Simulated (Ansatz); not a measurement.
Runs of Ansatz 0.2.0 on ZrSe2. Symmetry: P-3m1, No. 164, trigonal system. Conventional cell: a = 3.798 Å, b = 3.798 Å, c = 6.192 Å, α = 90.00°, β = 90.00°, γ = 120.00°. Zr (site symmetry -3m) has 6 Se at 2.68 Å as nearest neighbours. Around Se (site symmetry 3m) lie 3 Zr at 2.68 Å. 

```tsv
task	level	U	cell	cutoff (eV)	hubbard projectors	double counting	points for each segment of the path	gap on the mesh (eV)	pressure (GPa)	relaxed volume (Å³/atom)
relaxation of cell and atoms	LDA+U	Zr d U = 3 eV	relaxed	420	ortho-atomic (the default)	fll (the default)	-	-	0.0	24.61
band structure	r2SCAN+U	Zr d U = 6.2 eV	as given	500	ortho-atomic (the default)	fll (the default)	14	2.11	(a)	-
relaxation of cell and atoms	BLYP+D4	-	relaxed	420	-	-	-	0.29	0.0	25.56
relaxation of cell and atoms	RPBE	-	relaxed	420	-	-	-	(b)	0.0	34.49
```

Alike in all rows: potentials or basis Ansatz PAW; no spin polarisation; k mesh 8 × 8 × 5; smearing fermi-dirac 0.05 eV.

Estimate the missing entries.

(a) 7.2; (b) 0.60.

Caveats: the PAW data sets come from PBE, with cores solved anew for the run's functional, which leaves a small shift of forces and pressure; the plane-wave basis is chosen anew once the cell has moved, so the energies of steps on either side of that aren't comparable (some runs); odd divisions of the mesh miss points on the zone boundary, where band edges often lie, so the gap on the mesh can be too wide (some runs); the volume moved by over 15 % at a fixed basis, so the end points are rough (some runs); this functional lacks dispersion, which binds the layers, so the pressure and a relaxed spacing across them are unreliable, and here the layers came unbound (some runs); the volume moved by +34 % from the deposited cell, more than functionals usually miss (some runs).

A k mesh can miss the band edges, and the runs leave out spin-orbit coupling on Se, Zr.

Runs at the PBE level aren't shown here.
